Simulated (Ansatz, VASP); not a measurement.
## Si: VASP beside Ansatz

```
CELL_PARAMETERS angstrom
0.00000 2.71547 2.71547
2.71547 0.00000 2.71547
2.71547 2.71547 0.00000
ATOMIC_POSITIONS crystal
Si 0.50000 0.50000 0.50000
Si 0.75000 0.75000 0.75000
```

Alike in both runs: task relaxation of cell and atoms; functional PBE; k mesh 10 × 10 × 10; occupations gaussian, width 0.02 eV; no spin polarisation.

```csv
,VASP,Ansatz
version,VASP 6.6.1,Ansatz 0.2.0
potentials or method,"VASP PAW PBE potentials, release 64 (Si)","scalar-relativistic, plane waves, PAW"
plane-wave cutoff (eV),600,420
valence electrons in the cell,8,8
```

VASP gave:

- gap on the k mesh at the Fermi level, each at its own relaxed structure (eV): 0.62
- relaxed volume (Å³/atom): 20.44
- relaxed cell length with the largest relative difference (Å): 3.867
- energy change over the relaxation (meV/atom): -2

Task: What did Ansatz give for the same quantities?

Result: gap on the k mesh at the Fermi level, each at its own relaxed structure (eV): 0.62; relaxed volume (Å³/atom): 20.45; relaxed cell length with the largest relative difference (Å): 3.868; energy change over the relaxation (meV/atom): -3.

A k mesh can miss the band edges. Zero-point motion and thermal expansion aren't in these numbers. PBE gaps usually lie below the measured ones, often by a third to a half.
